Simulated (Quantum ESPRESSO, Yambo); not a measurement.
# BeTe (F-43m): G0W0 with Yambo, start to end, part 2 of 3

Aim: the G0W0 gap of BeTe (F-43m) on PBE, step by step.

Quantum ESPRESSO 7.5 and Yambo 5.3.0; PBE and many-body steps on it, plane waves. Known limits of the many-body steps: not at the basis limit; exchange with frozen shells missing; no spin-orbit coupling; coarse k mesh.

So far. Step 2 (Ground state): The gap is indirect, with the least direct gap 1.74 eV higher. Step 3 (Bands along the symmetry lines): The gap is 1.864 eV, as in the run before at this level.

The database entry behind the starting cell differs from later determinations by our own check (an axis about 1.5 % short against later determinations), so it need not match the best structure at ambient conditions.

## Step 4: Empty states on the mesh, 4×4×4 mesh, 283 bands

Level of this step: DFT, PBE, plane waves, norm-conserving pseudopotentials (Quantum ESPRESSO).

The sums over transitions need many empty states on a uniform mesh; this step solves for them.

pw.in

```
&control
  calculation = 'nscf'
  prefix = 'x'
  outdir = 'o'
  pseudo_dir = 'pseudo'
/
&system
  ibrav = 0
  nat = 2
  ntyp = 2
  ecutwfc = 76.0
  nbnd = 283
  force_symmorphic = .true.
/
&electrons
  conv_thr = 1e-9
  electron_maxstep = 80
  diago_full_acc = .true.
  diago_thr_init = 5e-6
/
ATOMIC_SPECIES
  Be 9.012 Be.upf
  Te 127.6 Te.upf
CELL_PARAMETERS angstrom
  0.0000000000 2.7700000000 2.7700000000
  2.7700000000 0.0000000000 2.7700000000
  2.7700000000 2.7700000000 -0.0000000000
ATOMIC_POSITIONS crystal
  Be 0.0000000000 0.0000000000 0.0000000000
  Te 0.2500000000 0.2500000000 0.2500000000
K_POINTS automatic
  4 4 4 0 0 0
```

On the command line:

```sh
$ OMP_NUM_THREADS=1 mpirun -n 4 pw.x -nk 4 -in pw.in > pw.out
```

The log of the run:

```text
[banner, memory and clock lines left out]
Program PWSCF v.7.5 starts

     Atomic positions and unit cell read from directory:
     o/x.save/

     Message from routine setup:
     using ibrav=0 with symmetry is DISCOURAGED, use correct ibrav instead

     G-vector sticks info

     bravais-lattice index     =            0
     lattice parameter (alat)  =       7.4028  a.u.
     unit-cell volume          =     286.8573 (a.u.)^3
     number of atoms/cell      =            2
     number of atomic types    =            2
     number of electrons       =        20.00
     number of Kohn-Sham states=          283
     kinetic-energy cutoff     =      76.0000  Ry
     charge density cutoff     =     304.0000  Ry
     Exchange-correlation= PBE
                           (   1   4   3   4   0   0   0)

     celldm(1)=   7.402759  celldm(2)=   0.000000  celldm(3)=   0.000000
     celldm(4)=   0.000000  celldm(5)=   0.000000  celldm(6)=   0.000000

     crystal axes: (cart. coord. in units of alat)
               a(1) = (   0.000000   0.707107   0.707107 )
               a(2) = (   0.707107   0.000000   0.707107 )
               a(3) = (   0.707107   0.707107  -0.000000 )

     reciprocal axes: (cart. coord. in units 2 pi/alat)
               b(1) = ( -0.707107  0.707107  0.707107 )
               b(2) = (  0.707107 -0.707107  0.707107 )
               b(3) = (  0.707107  0.707107 -0.707107 )
     Pseudo is Norm-conserving, Zval =  4.0
     Generated using ONCVPSP code by D. R. Hamann
     Using radial grid of 1358 points,  4 beta functions with:
     Pseudo is Norm-conserving + core correction, Zval = 16.0
     Generated using ONCVPSP code by D. R. Hamann
     Using radial grid of 1294 points,  6 beta functions with:
     Be                4.00     9.01200     Be( 1.00)
     Te               16.00   127.60000     Te( 1.00)

     24 Sym. Ops. (no inversion) found

   Cartesian axes

     site n.     atom                  positions (alat units)
         1        Be     tau(   1) = (   0.0000000   0.0000000   0.0000000  )
         2        Te     tau(   2) = (   0.3535534   0.3535534   0.3535534  )

     number of k points=     8
                       cart. coord. in units 2pi/alat
        k(    1) = (   0.0000000   0.0000000   0.0000000), wk =   0.0312500
        k(    2) = (   0.1767767   0.1767767  -0.1767767), wk =   0.2500000
        k(    3) = (  -0.3535534  -0.3535534   0.3535534), wk =   0.1250000
[...]
k(    7) = (  -0.7071068   0.0000000   0.0000000), wk =   0.0937500
        k(    8) = (  -0.7071068   0.3535534   0.0000000), wk =   0.1875000

     Dense  grid:    25749 G-vectors     FFT dimensions: (  45,  45,  45)

     The potential is recalculated from file :
     o/x.save/charge-density

     Starting wfcs are   11 randomized atomic wfcs +  272 random wfcs

     Band Structure Calculation

     End of band structure calculation

          k = 0.0000 0.0000 0.0000 (  3143 PWs)   bands (ev):

   -91.8186 -27.9676 -27.9676 -27.9676 -27.9532 -27.9532  -4.1965   8.4374
     8.4374   8.4374  12.0433  12.0433  12.0433  12.6444  17.0120  19.0089
    19.0089  19.9802  19.9802  19.9802  23.9052  33.1946  33.1946  33.1946
[...]
[... 24 further rows ...]
[...]
193.5694 194.6668 194.6668

          k = 0.1768 0.1768-0.1768 (  3215 PWs)   bands (ev):

[...]
[... 24 further rows ...]
[...]
193.1601 193.4619 193.4619

          k =-0.3536-0.3536 0.3536 (  3214 PWs)   bands (ev):

[...]
73.3422  74.1205  74.1205  77.0629  77.6512  77.6512  78.6341  79.8585
     [... 24 further rows ...]
   191.2705 191.2705 192.7222 193.6850 195.8085 195.8085 198.5706 198.6895
   198.6895 199.4281 199.4281

          k = 0.3536 0.0000 0.0000 (  3207 PWs)   bands (ev):

     [... further k-points ...]

     highest occupied, lowest unoccupied level (ev):     8.4374   10.3016

     XML data file, pseudopotentials, collected wavefunctions
```

Run time: 19 s. Hardware: 4 MPI ranks of Arm Neoverse V2, shared host; peak memory 0.53 GiB; 77 s of CPU time.

This step gave:

```
gap                                                           : 1.864 eV
k of the valence top                                          : 0, 0, 0
k of the conduction bottom                                    : 0, -0.5, -0.5
least direct gap                                              : 3.606 eV
k points computed                                             : 8
lowest point of the top converged band, above the valence top : 185.0245 eV
```

On this mesh the gap is 1.864 eV.

## Step 5: Conversion and set-up

This step: Yambo 5.3.0; conversion and set-up on PBE, plane waves, norm-conserving pseudopotentials.

The states are converted to the many-body program's format and the q mesh is built.

On the command line:

```sh
$ (cd o/x.save; p2y > p2y.log; mv SAVE ../..); yambo > setup.log
```

The log of the run:

```text
 Yambo, version 5.3.0

 [02] CORE Variables Setup
 =========================

  [02.01] Unit cells
  ==================

  Cell kind             :  FCC
  Atoms in the cell     :  Be  Te
  number of Be atoms    :  1
  number of Te atoms    :  1

  List of atomic masses
  Mass of Be    :  9.012000
  Mass of Te    :  127.6000

  List of atomic coordinates    : [cc]
  Be1       :  0.000000  0.000000  0.000000  order 1
  Te1       :  2.617271  2.617271  2.617271  order 2

  Alat factors          :  5.234541  5.234541  5.234541 [a.u.]
  Direct lattice volume :  286.8573 [a.u.]
  Direct lattice vectors:  A[ 1 ]  A[ 2 ]  A[ 3 ]
   A[ 1 ]:  0.000000  1.000000  1.000000  [iru]
   0.000000  5.234541  5.234541  [cc]
   A[ 2 ]:  1.000000  0.000000  1.000000  [iru]
   5.234541  0.000000  5.234541  [cc]
   A[ 3 ]:  1.000000  1.000000 -0.000000  [iru]
   5.234541  5.234541 -0.000000  [cc]

  Recip. lattice volume :  0.864716 [a.u.]
  Recip. lattice vectors:  B[ 1 ]  B[ 2 ]  B[ 3 ]
   B[ 1 ]: -0.500000  0.500000  0.500000  [iku]
  -0.600166  0.600166  0.600166  [cc]
   B[ 2 ]:  0.500000 -0.500000  0.500000  [iku]
   0.600166 -0.600166  0.600166  [cc]
   B[ 3 ]:  0.500000  0.500000 -0.500000  [iku]
   0.600166  0.600166 -0.600166  [cc]

  [02.02] Symmetries
  ==================

  Inversion symmetry    : yes
  Spatial inversion     : no
  Inversion index       :  25
  K-space Time-reversal : yes
  Magnetic symmetries   : no
  Time-reversal derived K-space symmetries:   25   48
  Group table correct   : yes
  Symmetries units      :  [cc]

   [S  1]:   1.0000      0.34382E-16  0.34382E-16  0.34382E-16   1.0000     -0.34382E-16 -0.34382E-16 -0.34382E-16   1.0000
   [S  2]:  -1.0000     -0.34382E-16  0.34382E-16 -0.34382E-16  -1.0000     -0.34382E-16  0.34382E-16  0.34382E-16   1.0000
   [S  3]:  -1.0000      0.34382E-16 -0.34382E-16 -0.34382E-16   1.0000      0.34382E-16  0.34382E-16 -0.34382E-16  -1.0000
[...]
[S  9]:  0.34382E-16   1.0000      0.34382E-16 -0.34382E-16  0.34382E-16   1.0000       1.0000     -0.34382E-16 -0.34382E-16
   [S 10]:  0.34382E-16  -1.0000     -0.34382E-16 -0.34382E-16 -0.34382E-16  -1.0000       1.0000      0.34382E-16  0.34382E-16
     [... 36 further rows ...]
   [S*47]:   1.0000      0.34382E-16 -0.34382E-16  0.34382E-16 -0.34382E-16  -1.0000     -0.34382E-16   1.0000      0.34382E-16
   [S*48]:   1.0000     -0.34382E-16  0.34382E-16  0.34382E-16  0.34382E-16   1.0000     -0.34382E-16  -1.0000     -0.34382E-16

  [02.03] Reciprocal space
  ========================

  nG shells         :  284
  nG charge         :  25749
  nG WFs            :   3890
  nC WFs            :   3250
  G-vecs. in first 28 shells:  [ Number ]
     1    9   15   27   51   59   65   89  113
    137   169   181   229   259   283   307   331   339
    387   411   459   531   537   561   609   645   701
    725
  ...
  Shell energy in first 28 shells:  [ mHa ]
[...]
K/Q-points units:
  rlu = crystal or reduced units; cc = cartesian coordinates; iku = interal k-units

  K [1]          [rlu]:  0.000000  0.000000  0.000000
         WF components:  3143
  K [2]          [rlu]: -0.15124E-17 -0.15124E-17  0.25000
         WF components:   3215
  K [3]          [rlu]:  0.30247E-17  0.30247E-17 -0.50000
         WF components:   3214
  K [4]          [rlu]: -0.97766E-18  0.25000      0.25000
         WF components:   3207
  K [5]          [rlu]:  0.18396E-16  0.25000     -0.50000
         WF components:   3208
  [... 2 further k-points ...]
  K [8]          [rlu]:  0.250000 -0.500000 -0.250000
         WF components:   3188

  [02.05] Energies & Occupations
  ==============================

  [X] === General ===
  [X] Electronic Temperature                        :  0.000000  0.000000 [eV K]
  [X] Bosonic    Temperature                        :  0.000000  0.000000 [eV K]
  [X] Finite Temperature mode                       : no
  [X] El. density                                   :  0.47050E+24 [cm-3]
  [X] Fermi Level                                   :  8.437427 [eV]

  [X] === Gaps and Widths ===
  [X] Conduction Band Min                           :  1.864207 [eV]
  [X] Valence Band Max                              :  0.000000 [eV]
  [X] Filled Bands                                  :  10
  [X] Empty Bands                                   :   11  283
  [X] Direct Gap                                    :  3.605898 [eV]
  [X] Direct Gap localized at k                     :  1
  [X] Indirect Gap                                  :  1.864207 [eV]
  [X] Indirect Gap between kpts                     :   1   7
  [X] Last valence band width                       :  3.441678 [eV]
  [X] 1st conduction band width                     :  3.469896 [eV]

  E @ K [1]:  [eV]
   -100.26      -36.405      -36.405      -36.405      -36.391      -36.391      -12.634     -0.35726E-10
  -0.25428E-10   0.0000       3.6059       3.6059       3.6059       4.2070       8.5746       10.571
   10.57146  11.54282  11.54282  11.54282  15.46781  24.75713  24.75713  24.75713
  occ @ K [1]
[...]
E @ K [2]:  [eV]
[...]
occ @ K [2]
[...]
E @ K [3]:  [eV]
[...]
occ @ K [3]
[...]
E @ K [4]:  [eV]
[...]
occ @ K [4]
[...]
E @ K [5]:  [eV]
[...]
occ @ K [5]
[...]
[... 2 further k-points ...]
  E @ K [8]:  [eV]
[...]
occ @ K [8]
[...]
2.000000  2.000000  0.000000  0.000000  0.000000  0.000000  0.000000  0.000000
   0.000000  0.000000  0.000000  0.000000  0.000000  0.000000  0.000000  0.000000

 [03] Transferred momenta grid and indexing
 ==========================================

 IBZ Q-points                                      :   8
 BZ  Q-points                                      :   64

 K/Q-points units:
 rlu = crystal or reduced units; cc = cartesian coordinates; iku = interal k-units

 Q [1]          [rlu]:  0.000000  0.000000  0.000000
 Q [2]          [rlu]: -0.61447E-17 -0.61447E-17  0.25000
 Q [3]          [rlu]:  0.12289E-16  0.12289E-16 -0.50000
[...]
Q [7]          [rlu]: -0.44291E-16 -0.50000     -0.50000
 Q [8]          [rlu]:  0.250000 -0.500000 -0.250000

  [03.01] X indexes
  =================

   [03.01.01] Sigma indexes
   ========================

 [06] Game Over & Game summary
```

Elapsed: 1.9 s, on 1 MPI rank; peak memory 0.24 GiB.

[end of part 2 of 3]

[Paths, hosts, dates, memory and timing lines, banners, echoed tables and standing remarks are left out of the program output.]

[Logs are printed without paths, hosts, clocks, repeated set-up lines and the standing remarks that a program may print on its own settings, such as how far it seeks lower states.]

[Runs of the session that timed out or met a known fault of the program may be left out.]

[Hosts, paths, dates, database ids (printed as entryN), source tags and the programs' standing remarks are cut or masked in the printed files.]
